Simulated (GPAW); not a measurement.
LiCl:

```
CELL_PARAMETERS angstrom
0.00000 2.56477 2.56477
2.56477 0.00000 2.56477
2.56477 2.56477 0.00000
ATOMIC_POSITIONS crystal
Cl 0.50000 0.50000 0.50000
Li 0.00000 0.00000 0.00000
```

Program: GPAW 26.7.0. Alike in all runs: task band structure; no spin polarisation; cell as given; cutoff (eV) 800; smearing fermi-dirac 0.05 eV.

Problem. Order these runs on this cell by their pressure, lowest first.
A. level r2SCAN; potentials or basis GPAW PAW data sets (gpaw-data 1.2.1), pw; k mesh 7 × 7 × 7
B. level RPBE; potentials or basis the program's PAW data sets (release 1.2.1) made for this functional, pw; k mesh 9 × 9 × 9
C. level LDA; potentials or basis the program's PAW data sets (release 1.2.1) made for this functional, pw; k mesh 7 × 7 × 7

Solution. C (-2.8 GPa), A (0.0 GPa), B (2.3 GPa).

Caveats: the PAW data sets were made with another functional, which shifts forces and pressure a little (some runs).

Not every run made on this cell is shown here.
